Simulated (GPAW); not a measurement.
# How the plane-wave cutoff moves the magnetism of 1 ML V on W(001), 1 substrate layers

Two starts of 1 ML V on W(001), 1 substrate layers are run at each rung of the plane-wave cutoff. Which rung is enough?

Program: GPAW 26.7.0. Level of theory: PBE; plane waves with GPAW's PAW setups, scalar-relativistic. Results are calculated unless marked as measured.

## (1) Starting point

The cell holds 2 atoms: 1 W and 1 V. Its edges and angles: a = 3.165 Å, b = 3.165 Å, c = 15.529 Å, α = 90.0°, β = 90.0°, γ = 90.0°. pseudomorphic film on the substrate's lattice, hard-sphere layer spacings, unrelaxed, 14 A of vacuum. Vacuum lies along c.

Structure file:

```
W V
1.0
     3.16469    0.00000    0.00000
     0.00000    3.16469    0.00000
     0.00000    0.00000   15.52917
W V
1 1
Direct
  0.00000 0.00000 0.45076
  0.50000 0.50000 0.54924
```

## (2) Rung 1 (250 eV), start ferro ++

The ladder starts at a low cutoff and climbs, to see from where on the results stand still.

order1.py reads:

```python
import json
import numpy as np
from ase import Atoms
from ase.parallel import paropen, parprint
from gpaw import GPAW

atoms = Atoms(['W', 'V'],
    cell=[[3.16469, 0.0, 0.0],
         [0.0, 3.16469, 0.0],
         [0.0, 0.0, 15.529173]],
    scaled_positions=[[0.0, 0.0, 0.450764],
         [0.5, 0.5, 0.549236]],
    pbc=True,
    magmoms=[1.0, 1.5])
atoms.calc = GPAW(mode={'name': 'pw', 'ecut': 250},
    xc='PBE',
    kpts={'size': (8, 8, 1), 'gamma': True},
    occupations={'name': 'fermi-dirac', 'width': 0.1},
    convergence={'density': 1e-05, 'energy': 1e-05},
    maxiter=200,
    symmetry={'tolerance': 1e-4},
    txt='order1.txt')
e = atoms.get_potential_energy(force_consistent=True)
res = {'free_energy': e, 'energy_sigma0': atoms.get_potential_energy(), 'fermi_energy': atoms.calc.get_fermi_level()}
res['moments'] = atoms.get_magnetic_moments().tolist()
res['total'] = atoms.get_magnetic_moment()
parprint('site moments (muB):', np.round(res['moments'], 3))
parprint(f"total moment: {res['total']:.3f} muB")
parprint(f'free energy: {e:.6f} eV')
atoms.calc.write('order1.gpw')
with paropen('results.json', 'w') as f:
    json.dump(res, f)
```

On the command line:

```
$ OMP_NUM_THREADS=1 mpirun -n 2 gpaw python order1.py > order1.log
```

Output:

```text
site moments (muB): [-0.683  1.452]
total moment: 0.804 muB
free energy: -15.450416 eV

--- order1.txt ---
Input parameters:
  mode=PW(ecut=250),
  convergence={'density': 1e-05, 'energy': 1e-05},
  kpts=MonkhorstPack(size=(8, 8, 1), gamma=True),
  maxiter=200,
  occupations=Occupations(name='fermi-dirac', width=0.1),
  symmetry=Symmetry(tolerance=0.0001),
  xc=XC(name='PBE')

Diagonalizing LCAO Hamiltonian
Converting LCAO to pw mode
   .-------.
  /|       |
 * |       |
 | |       |
 | |       |
 | |       |
 | |       |
 | |       |
 | |       |
 | |       |
 | |  V    |
 | |       |
 W |       |
 | |       |
 | |       |
 | |       |
 | |       |
 | |       |
 | |       |
 | .-------.
 |/       /
 *-------*

Atoms  # Å, Bohr magnetons
|   | symbol |        x |        y |        z |    initial magnetic moments |
|---|--------|----------|----------|----------|-----------------------------|
| 0 |      W | 0.000000 | 0.000000 | 6.999992 | ( 0.0000,  0.0000,  1.0000) |
| 1 |      V | 1.582345 | 1.582345 | 8.529181 | ( 0.0000,  0.0000,  1.5000) |

Unit cell  # Å
| periodic |        x |        y |         z |   lengths |    angles |
|----------|----------|----------|-----------|-----------|-----------|
|      yes | 3.164690 | 0.000000 |  0.000000 |  3.164690 | 90.000000 |
|      yes | 0.000000 | 3.164690 |  0.000000 |  3.164690 | 90.000000 |
|      yes | 0.000000 | 0.000000 | 15.529173 | 15.529173 | 90.000000 |

Number of symmetries: 8

BZ-sampling:
  Number of BZ points: 64
  Number of IBZ points: 15

  Monkhorst-Pack size: [8, 8, 1]
  Monkhorst-Pack shift: [0.0625, 0.0625, 0.0]

Plane wave coefficients: 1420
Cutoff: 250.0 eV

Spin-components: 2 (collinear spins)
Bands:           22
Projectors:      12
Spin-degeneracy: 1
Datatype:        complex128

Parallelization:
  kpt:    2
  domain: 1
  band:   1

Density:
  Valence electrons: 27.0
  Components: 2
  Grid points: [12 12 60]
  Charge: 0.0  # |e|

Potential:
  Grid points: [12 12 60]

[... setups left out ...]
Reference energy: -464592.167217  # eV

eigensolver:
  PPCG
  Converge bands: occupied
  niter=2

density mixing:
  MSR1-Mixer
  Pratt-step length: 0.05
  Maximum mixing coefficient: 0.75
  Old densities: 10
  SVD Regularization: 0.005
  Good broyden scale: 1.0
  Trust region scale: 1.0
  Backstep threshold: 4.0
  History deletion threshold: 6.0
  Fourier metric: weight=20.0, sigma=0.015

occupation numbers:
  Fermi-Dirac:
    width: 0.1000  # eV

poisson solver:
  ecut: 2000.0  # eV

xc functional:
  name: PBE with 2 nearest neighbor stencil

convergence criteria:
- Maximum integral of absolute [dens]ity change: 1e-05 electrons / valence electron
- Maximum [total energy] change in last 3 cyles: 1e-05 eV / valence electron
- Maximum integral of absolute [eigenst]ate change: 4e-08 eV^2 / valence electron
maximum number of iterations: 200

SCF iterations
|iter     |      energy | eigst |  dens |  magmom |
|---------|-------------|-------|-------|---------|
|iter:   1|       0s |  -17.184813 | -0.13 |       |  +2.5058|
|iter:   2|       0s |  -16.489269 | -1.39 | -0.82 |  +2.4649|
|iter:   3|       1s |  -16.074236 | -1.90 | -0.90 |  +2.3988|
|iter:   4|       2s |  -15.413588 | -1.27 | -0.99 |  +2.2360|
|iter:   5|       3s |  -15.320921 | -1.79 | -1.20 |  +2.0994|
|iter:   6|       4s |  -15.319539 | -2.07 | -1.36 |  +1.9247|
|iter:   7|       5s |  -15.314031 | -3.00 | -1.49 |  +1.8244|
|iter:   8|       5s |  -15.332654 | -3.05 | -1.72 |  +1.6453|
|iter:   9|       6s |  -15.342549 | -3.39 | -1.93 |  +1.5319|
|iter:  10|       7s |  -15.353493 | -3.25 | -1.99 |  +1.3742|
|iter:  11|       8s |  -15.367682 | -2.96 | -2.11 |  +1.1607|
|iter:  12|       8s |  -15.379102 | -3.10 | -2.14 |  +0.9447|
|iter:  13|       9s |  -15.381855 | -3.72 | -2.14 |  +0.9332|
|iter:  14|      10s |  -15.383543 | -4.10 | -2.50 |  +0.8842|
|iter:  15|      11s |  -15.384698 | -4.13 | -2.83 |  +0.8386|
|iter:  16|      12s |  -15.384646 | -5.06 | -3.22 |  +0.8307|
|iter:  17|      12s |  -15.384787c| -5.65 | -3.40 |  +0.8192|
|iter:  18|      13s |  -15.385071 | -5.31 | -3.51 |  +0.8006|
|iter:  19|      14s |  -15.384897 | -6.06 | -3.79 |  +0.8072|
|iter:  20|      15s |  -15.384969c| -6.70 | -4.16 |  +0.8042|
|iter:  21|      15s |  -15.384962c| -7.53c| -4.70 |  +0.8043|
|iter:  22|      16s |  -15.384962c| -7.85c| -4.90 |  +0.8044|
|iter:  23|      16s |  -15.384961c| -8.03c| -5.10c|  +0.8044|

Converged in 23 steps
Energy contributions relative to reference atoms: (reference = -464592.167217)

Energy contributions:
  Kinetic:         -15.839795
  Coulomb:          11.576712
  Zero:              0.311966
  External:          0.000000
  Xc:              -11.368388
  Entropy:          -0.130911
  Spinorbit:         0.000000
  ----------------------------
  Free energy:     -15.450416
  Extrapolated:    -15.384961

dipole moment: (-11.782107, -11.782107, 0.071330)  # |e|*Ang

Total magnetic moment: (0.000000, 0.000000, 0.804450)

Local magnetic moments
|        x |        y |         z |
|----------|----------|-----------|
| 0.000000 | 0.000000 | -0.682568 |  # W    0
| 0.000000 | 0.000000 |  1.451840 |  # V    1

Fermi level: -0.631
Eigenvalues  # (at kpt = [0.000, 0.000, 0.000])
| band index |      eig [eV] | occ [0-1] |      eig [eV] | occ [0-1] |
|------------|---------------|-----------|---------------|-----------|
|          0 |       -74.202 |     1.000 |       -74.549 |     1.000 |
|        ... |               |           |               |           |
|          5 |       -38.524 |     1.000 |       -37.756 |     1.000 |
|          6 |       -38.431 |     1.000 |       -37.712 |     1.000 |
|          7 |       -38.431 |     1.000 |       -37.712 |     1.000 |
|          8 |        -6.392 |     1.000 |        -6.466 |     1.000 |
|          9 |        -3.549 |     1.000 |        -3.527 |     1.000 |
|         10 |        -3.425 |     1.000 |        -3.340 |     1.000 |
|         11 |        -1.225 |     0.997 |        -1.151 |     0.995 |
|         12 |        -0.853 |     0.902 |        -0.253 |     0.022 |
|         13 |        -0.853 |     0.902 |        -0.253 |     0.022 |
|         14 |        -0.358 |     0.061 |         0.127 |     0.001 |
|         15 |        -0.333 |     0.048 |         0.300 |     0.000 |
|         16 |        -0.230 |     0.018 |         0.350 |     0.000 |
|         17 |         1.407 |     0.000 |         1.769 |     0.000 |
|         18 |         1.407 |     0.000 |         1.769 |     0.000 |
|         19 |         2.299 |     0.000 |         2.628 |     0.000 |
|         20 |         2.516 |     0.000 |         2.661 |     0.000 |
|         21 |         3.445 |     0.000 |         3.485 |     0.000 |

No gap
No difference between direct/indirect transitions
```

Run time: 22 s. Hardware: 2 MPI ranks of Intel Xeon Platinum 8259CL at 2.50GHz (Skylake/Cascade Lake), shared host; peak memory 0.37 GiB; 44 s of CPU time.

Read from the output:

| Property | Result |
| --- | --- |
| magnetization | 0.8044 μB |
| final state | ferrimagnetic |
| largest moment | 1.452 μB |

On 1 W atom the moment turned against its typed sign.

After 23 cycles the largest moment stands at 1.45 μB.

## (3) Rung 1 (250 eV), start antiferro q=(1/2,1/2,0) +-+-

The second start gives the energy difference between the two end states, the quantity that is followed up the ladder. Its q is in fractions of the reciprocal vectors of the first run's cell.

order2.py reads:

```python
import json
import numpy as np
from ase import Atoms
from ase.parallel import paropen, parprint
from gpaw import GPAW

atoms = Atoms(['W', 'W', 'V', 'V'],
    cell=[[6.32938, 0.0, 0.0],
         [3.16469, 3.16469, 0.0],
         [0.0, 0.0, 15.529173]],
    scaled_positions=[[0.0, 0.0, 0.450764],
         [0.5, 0.0, 0.450764],
         [0.0, 0.5, 0.549236],
         [0.5, 0.5, 0.549236]],
    pbc=True,
    magmoms=[1.0, -1.0, 1.5, -1.5])
atoms.calc = GPAW(mode={'name': 'pw', 'ecut': 250},
    xc='PBE',
    kpts={'size': (4, 8, 1), 'gamma': True},
    occupations={'name': 'fermi-dirac', 'width': 0.1},
    convergence={'density': 1e-05, 'energy': 1e-05},
    maxiter=200,
    symmetry={'tolerance': 1e-4},
    txt='order2.txt')
e = atoms.get_potential_energy(force_consistent=True)
res = {'free_energy': e, 'energy_sigma0': atoms.get_potential_energy(), 'fermi_energy': atoms.calc.get_fermi_level()}
res['moments'] = atoms.get_magnetic_moments().tolist()
res['total'] = atoms.get_magnetic_moment()
parprint('site moments (muB):', np.round(res['moments'], 3))
parprint(f"total moment: {res['total']:.3f} muB")
parprint(f'free energy: {e:.6f} eV')
atoms.calc.write('order2.gpw')
with paropen('results.json', 'w') as f:
    json.dump(res, f)
```

On the command line:

```
$ OMP_NUM_THREADS=1 mpirun -n 2 gpaw python order2.py > order2.log
```

Output:

```text
site moments (muB): [-0.    -0.     1.011 -1.011]
total moment: -0.000 muB
free energy: -30.765974 eV

--- order2.txt ---
Input parameters:
  mode=PW(ecut=250),
  convergence={'density': 1e-05, 'energy': 1e-05},
  kpts=MonkhorstPack(size=(4, 8, 1), gamma=True),
  maxiter=200,
  occupations=Occupations(name='fermi-dirac', width=0.1),
  symmetry=Symmetry(tolerance=0.0001),
  xc=XC(name='PBE')

Diagonalizing LCAO Hamiltonian
Converting LCAO to pw mode

            V      V

       W      W

Atoms  # Å, Bohr magnetons
|   | symbol |        x |        y |        z |    initial magnetic moments |
|---|--------|----------|----------|----------|-----------------------------|
| 0 |      W | 0.000000 | 0.000000 | 6.999992 | ( 0.0000,  0.0000,  1.0000) |
| 1 |      W | 3.164690 | 0.000000 | 6.999992 | ( 0.0000,  0.0000, -1.0000) |
| 2 |      V | 1.582345 | 1.582345 | 8.529181 | ( 0.0000,  0.0000,  1.5000) |
| 3 |      V | 4.747035 | 1.582345 | 8.529181 | ( 0.0000,  0.0000, -1.5000) |

Number of symmetries: 2

BZ-sampling:
  Number of BZ points: 32
  Number of IBZ points: 18

  Monkhorst-Pack size: [4, 8, 1]
  Monkhorst-Pack shift: [0.125, 0.0625, 0.0]

Plane wave coefficients: 2832
Cutoff: 250.0 eV

Spin-components: 2 (collinear spins)
Bands:           37
Projectors:      24
Spin-degeneracy: 1
Datatype:        complex128

Parallelization:
  kpt:    2
  domain: 1
  band:   1

Density:
  Valence electrons: 54.0
  Components: 2
  Grid points: [24 18 60]
  Charge: 0.0  # |e|

Potential:
  Grid points: [24 18 60]

[... setups left out ...]
Reference energy: -929184.334434  # eV

convergence criteria:
[...]
|iter:  25|      98s |  -30.617906c| -7.95c| -5.34c|  -0.0000|

Converged in 25 steps
Energy contributions relative to reference atoms: (reference = -929184.334434)

Energy contributions:
  Kinetic:         -36.518974
  Coulomb:          26.509907
  Zero:              0.637040
  External:          0.000000
  Xc:              -21.097812
  Entropy:          -0.296135
  Spinorbit:         0.000000
  ----------------------------
  Free energy:     -30.765974
  Extrapolated:    -30.617906

dipole moment: (-62.325553, -23.571187, 0.136260)  # |e|*Ang

Total magnetic moment: (0.000000, 0.000000, -0.000004)

Local magnetic moments
|        x |        y |         z |
|----------|----------|-----------|
| 0.000000 | 0.000000 | -0.000015 |  # W    0
| 0.000000 | 0.000000 | -0.000009 |  # W    1
| 0.000000 | 0.000000 |  1.011189 |  # V    2
| 0.000000 | 0.000000 | -1.011163 |  # V    3

Fermi level: -0.725
Eigenvalues  # (at kpt = [0.000, 0.000, 0.000])
| band index |      eig [eV] | occ [0-1] |      eig [eV] | occ [0-1] |
|------------|---------------|-----------|---------------|-----------|
|          0 |       -74.478 |     1.000 |       -74.478 |     1.000 |
|        ... |               |           |               |           |
|         18 |        -3.564 |     1.000 |        -3.564 |     1.000 |
|         19 |        -3.555 |     1.000 |        -3.555 |     1.000 |
|         20 |        -2.775 |     1.000 |        -2.775 |     1.000 |
|         21 |        -2.495 |     1.000 |        -2.495 |     1.000 |
[...]
|         31 |         0.752 |     0.000 |         0.752 |     0.000 |
|         32 |         1.237 |     0.000 |         1.237 |     0.000 |
|         33 |         1.270 |     0.000 |         1.270 |     0.000 |
|        ... |               |           |               |           |
|         36 |         2.377 |     0.000 |         2.377 |     0.000 |

No gap
No difference between direct/indirect transitions
```

Run time: 1.8 min. Hardware: 2 MPI ranks; peak memory 0.52 GiB; 3.6 min of CPU time.

Spin moment in the augmentation sphere by atom:

```csv
atom,spin moment in the augmentation sphere (μB)
W1,0.00
W2,0.00
V3,1.01
V4,-1.01
```

This step gave:

```
magnetization : 0 μB
final state   : antiferromagnetic
```

The moments seeded on 2 W atoms fell under 0.15 μB.

This start lies +33.7 meV a seeded atom from the first; its largest moment is 1.01 μB.

## (4) Rung 2 (325 eV), start ferro ++

order1.py is the script of step 2 with these lines changed:

```diff
@@ -14,3 +14,3 @@
     magmoms=[1.0, 1.5])
-atoms.calc = GPAW(mode={'name': 'pw', 'ecut': 250},
+atoms.calc = GPAW(mode={'name': 'pw', 'ecut': 325},
     xc='PBE',
```

On the command line:

```
$ OMP_NUM_THREADS=1 mpirun -n 2 gpaw python order1.py > order1.log
```

Output:

```text
site moments (muB): [-0.71   1.484]
total moment: 0.807 muB
free energy: -15.730717 eV

--- order1.txt ---
Input parameters:
  mode=PW(ecut=325),
  convergence={'density': 1e-05, 'energy': 1e-05},
  kpts=MonkhorstPack(size=(8, 8, 1), gamma=True),
  maxiter=200,
  occupations=Occupations(name='fermi-dirac', width=0.1),
  symmetry=Symmetry(tolerance=0.0001),
  xc=XC(name='PBE')

Diagonalizing LCAO Hamiltonian
[...]
|          7 |       -38.416 |     1.000 |       -37.705 |     1.000 |
|          8 |        -6.375 |     1.000 |        -6.454 |     1.000 |
[...]
|         18 |         1.402 |     0.000 |         1.772 |     0.000 |
|         19 |         2.291 |     0.000 |         2.625 |     0.000 |
|         20 |         2.496 |     0.000 |         2.645 |     0.000 |
|         21 |         3.444 |     0.000 |         3.475 |     0.000 |

No gap
No difference between direct/indirect transitions

[key lines of the parts left out:]
Free energy:     -15.730717
Converged in 22 steps
dipole moment: (-11.787137, -11.787137, 0.071026)  # |e|*Ang
Fermi level: -0.629
```

Run time: 27 s. Hardware: 2 MPI ranks; peak memory 0.41 GiB.

Read from the output:

```yaml
magnetization: 0.8071 μB
final_state: ferrimagnetic
largest_moment: 1.484 μB
```

On 1 W atom the moment turned against its typed sign.

The largest moment moves by +0.03 μB from rung 1, at 1.2 times its CPU time.

## (5) Rung 2 (325 eV), start antiferro q=(1/2,1/2,0) +-+-

order2.py is the script of step 3 with these lines changed:

```diff
@@ -16,3 +16,3 @@
     magmoms=[1.0, -1.0, 1.5, -1.5])
-atoms.calc = GPAW(mode={'name': 'pw', 'ecut': 250},
+atoms.calc = GPAW(mode={'name': 'pw', 'ecut': 325},
     xc='PBE',
```

On the command line:

```
$ OMP_NUM_THREADS=1 mpirun -n 2 gpaw python order2.py > order2.log
```

Output:

```text
site moments (muB): [-0.    -0.     1.049 -1.049]
total moment: -0.000 muB
free energy: -31.318673 eV

--- order2.txt ---
Input parameters:
  mode=PW(ecut=325),
  convergence={'density': 1e-05, 'energy': 1e-05},
  kpts=MonkhorstPack(size=(4, 8, 1), gamma=True),
  maxiter=200,
  occupations=Occupations(name='fermi-dirac', width=0.1),
  symmetry=Symmetry(tolerance=0.0001),
  xc=XC(name='PBE')

[...]
|         21 |        -2.491 |     1.000 |        -2.491 |     1.000 |
[...]
|         31 |         0.755 |     0.000 |         0.755 |     0.000 |
|         32 |         1.233 |     0.000 |         1.233 |     0.000 |
|         33 |         1.264 |     0.000 |         1.264 |     0.000 |
|        ... |               |           |               |           |
|         36 |         2.350 |     0.000 |         2.350 |     0.000 |

No gap
No difference between direct/indirect transitions

[key lines of the parts left out:]
Free energy:     -31.318673
Converged in 27 steps
dipole moment: (-62.361375, -23.581594, 0.137701)  # |e|*Ang
Fermi level: -0.726
```

Elapsed: 2.7 min, on 2 MPI ranks; peak memory 0.63 GiB; 5.4 min of CPU time.

Numbers from this step:

* magnetization: 0 μB
* final state: antiferromagnetic
* largest moment: 1.049 μB

The moments seeded on 2 W atoms fell under 0.15 μB.

This start lies +35.7 meV a seeded atom from the first, a change of +2.0 meV since rung 1; its largest moment is 1.05 μB.

## (6) Rung 3 (400 eV), start ferro ++

order1.py is the script of step 4 with these lines changed:

```diff
@@ -14,3 +14,3 @@
     magmoms=[1.0, 1.5])
-atoms.calc = GPAW(mode={'name': 'pw', 'ecut': 325},
+atoms.calc = GPAW(mode={'name': 'pw', 'ecut': 400},
     xc='PBE',
```

On the command line:

```
$ OMP_NUM_THREADS=1 mpirun -n 2 gpaw python order1.py > order1.log
```

Output:

```text
site moments (muB): [-0.72   1.496]
total moment: 0.805 muB
free energy: -15.832235 eV

--- order1.txt ---
Input parameters:
  mode=PW(ecut=400),
  convergence={'density': 1e-05, 'energy': 1e-05},
  kpts=MonkhorstPack(size=(8, 8, 1), gamma=True),
  maxiter=200,
  occupations=Occupations(name='fermi-dirac', width=0.1),
  symmetry=Symmetry(tolerance=0.0001),
  xc=XC(name='PBE')

Diagonalizing LCAO Hamiltonian
[...]
|          7 |       -38.399 |     1.000 |       -37.686 |     1.000 |
|          8 |        -6.368 |     1.000 |        -6.449 |     1.000 |
[...]
|         18 |         1.407 |     0.000 |         1.777 |     0.000 |
|         19 |         2.289 |     0.000 |         2.625 |     0.000 |
|         20 |         2.500 |     0.000 |         2.650 |     0.000 |
|         21 |         3.446 |     0.000 |         3.475 |     0.000 |

No gap
No difference between direct/indirect transitions

[key lines of the parts left out:]
Free energy:     -15.832235
Converged in 22 steps
dipole moment: (-11.787545, -11.787545, 0.070934)  # |e|*Ang
Fermi level: -0.627
```

Run time: 37 s. Hardware: 2 MPI ranks; peak memory 0.44 GiB; 74 s of CPU time.

Read from the output:

```yaml
magnetization: 0.8052 μB
final_state: ferrimagnetic
largest_moment: 1.496 μB
```

On 1 W atom the moment turned against its typed sign.

The largest moment moves by +0.01 μB from rung 2, at 1.4 times its CPU time.

(Continued in part 2 of 2.)

[Logs and program files are shortened in this print: banners, set-up blocks, solver, clock and traceback lines can be left out without a mark of their own.]

[Logs are printed without paths, hosts, clocks, repeated set-up lines and the standing remarks that a program may print on its own settings, such as how far it seeks lower states.]

[Hosts, paths, dates, database ids (printed as entryN), source tags and the programs' standing remarks are cut or masked in the printed files.]

[Where a cell is said to come from a database of computed structures, the database is the Materials Project.]
